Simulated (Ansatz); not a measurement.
Pb:

```
Pb
1.0
    -1.97966    1.97966    1.97966
     1.97966   -1.97966    1.97966
     1.97966    1.97966   -1.97966
Pb
1
Direct
  0.00000 0.00000 0.00000
```

This isn't the form of Pb at room conditions, which is fcc.

Base run:

| Quantity | Value |
| --- | --- |
| Program | Ansatz 0.2.0 |
| Functional | PBEsol |
| Potentials or basis | Ansatz PAW |
| Cutoff | 420 eV (not typed: the program's choice for these potentials) |
| k mesh | 9 × 9 × 9 |
| Occupations | fermi-dirac, width 0.05 eV |
| Spin | spin-orbit coupling, no magnetisation |

Its results: band gap on the k mesh none (metal or under the smearing width); pressure -1.1 GPa.

**Question.** The run is repeated on the same cell with these changes: spin from spin-orbit coupling, no magnetisation to no spin polarisation; potential files from those of the base run to others of the same set. What comes out?

**Answer.** Band gap on the k mesh none (metal or under the smearing width); pressure -2.0 GPa.

Caveats: the PAW data sets come from PBE, with cores solved anew for the run's functional, which leaves a small shift of forces and pressure; spin-orbit coupling is left out, which moves the levels of the heavy elements (some runs).
